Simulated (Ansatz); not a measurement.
A run of Ansatz 0.2.0 is set up as follows.

File input.yaml:

```yaml
crystal:
  lattice:
    - [0.0, 2.211323, 2.211323]
    - [2.211323, 0.0, 2.211323]
    - [2.211323, 2.211323, 0.0]
  atoms:
    - { symbol: Ta, position: [0.5, 0.5, 0.5] }
    - { symbol: "N", position: [0.0, 0.0, 0.0] }
hamiltonian:
  xc: pbesol
  pseudopotentials: { kind: paw }
  dispersion: d4
kpoints:
  mp_grid: { grid: [10, 10, 10] }
scf:
  occupations: { method: fermi_dirac, width: 0.05 }
output:
  forces: true
  stress: true
relax:
  f_tol: 0.01
  max_steps: 40
  cell: { stress_tol: 0.05 }
```

Potentials or basis: Ansatz PAW.

The run is started by

```console
$ ansatz run input.yaml --threads 2 --pin off --max-ram 5632MiB --backend cpu --events-out ev --progress --plain --runs-dir out
```

Problem. Estimate the relaxed volume.

Solution. 10.38 Å³/atom.

Problem. What does it give for the space group after relaxing (to 0.05 Å)?

Solution. Fm-3m (No. 225).

Problem. Estimate the relaxed cell.

Solution. a = 3.085 Å, b = 3.085 Å, c = 3.085 Å, α = 60.00°, β = 60.00°, γ = 60.00°.

Step by step:
| step | energy change (eV) | largest force (eV/Å) | volume (Å³) |
| --- | --- | --- | --- |
| 1 | 0.0000 | 0.0000 | 21.63 |
| 2 | -0.0324 | 0.0000 | 20.38 |
| 3 | -0.0399 | 0.0000 | 20.80 |
| 4 | -0.0400 | 0.0000 | 20.77 |
| 5 | -0.0377 | 0.0000 | 20.77 |
| 6 | -0.0378 | 0.0000 | 20.76 |
| 7 | -0.0377 | 0.0000 | 20.76 |

Caveat: the plane-wave basis is chosen anew once the cell has moved, so the energies of steps on either side of that aren't comparable; the pressure holds a Pulay correction of +0.5 GPa for the finite cutoff; the PAW data sets come from PBE, with cores solved anew for the run's functional, which leaves a small shift of forces and pressure. Spin-orbit coupling is left out, which matters for the levels of Ta.
